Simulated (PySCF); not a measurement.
Species: acetone, C3H6O.
Z-matrix (Å and degrees, PBE0-D3(BJ)/def2-SVP geometry), rows numbered from 1:
```
C 
C   1  1.5106
C   2  1.5105  1  116.37
O   2  1.2069  1  121.82  3  -179.81
H   1  1.1022  2  109.86  3    64.46
H   1  1.1012  2  110.94  3   -53.41
H   1  1.0970  2  109.74  3  -175.22
H   3  1.0970  2  109.73  1  -176.79
H   3  1.1016  2  110.69  1   -55.31
H   3  1.1020  2  110.11  1    62.55
```

Level of theory: PySCF 2.14.0, delta-SCF UKS SCAN, pcX-2 on the ionised atom, pcseg-1 elsewhere, spin-free X2C. These are vertical core ionisation energies against the vacuum level, from separate self-consistent calculations with and without the core hole.

One binding energy is withheld.

```
atom(s)                bonded to  level  binding energy (eV)
  C1/C3                C and 3 H   C 1s               291.15
     C2  O (double bond) and 2 C   C 1s               293.56
     O4          C (double bond)   O 1s                    ?
```

(1) What is the O 1s binding energy of O4?

## Answers

(1) 537.71 eV (ketone oxygen).

The listed C 1s values span 2.41 eV, from C1/C3 (bonded to C and 3 H) to C2 (bonded to O (double bond) and 2 C). Summing the Pauling electronegativity differences to the bonded atoms, each weighted by its formal bond order, gives -1.05 for the lowest site and +1.78 for the highest.

Which effective nuclear charge Zeff reproduces each element's mean 1s value in the hydrogen-like formula E = 13.606 eV × Zeff²?

C (Z = 6): mean 292.0 eV, Zeff = 4.63, Z − Zeff = 1.37; O (Z = 8): mean 537.7 eV, Zeff = 6.29, Z − Zeff = 1.71. Means run over the listed sites, weighted by atom count.

The first atom of each set that the bonding makes equivalent was ionised and stands for the set. The unrestricted hole states depart most from a pure doublet (⟨S²⟩ = 0.75; over 0.85 named) for C 1s of C2 (0.85), which makes this value less certain. Isolated species at its PBE0-D3(BJ)/def2-SVP geometry, gas phase.

On an Intel Xeon Platinum 8375C at 2.90 GHz with one thread, no GPU, shared host, this took 17 s and 0.49 GiB of memory at its peak.
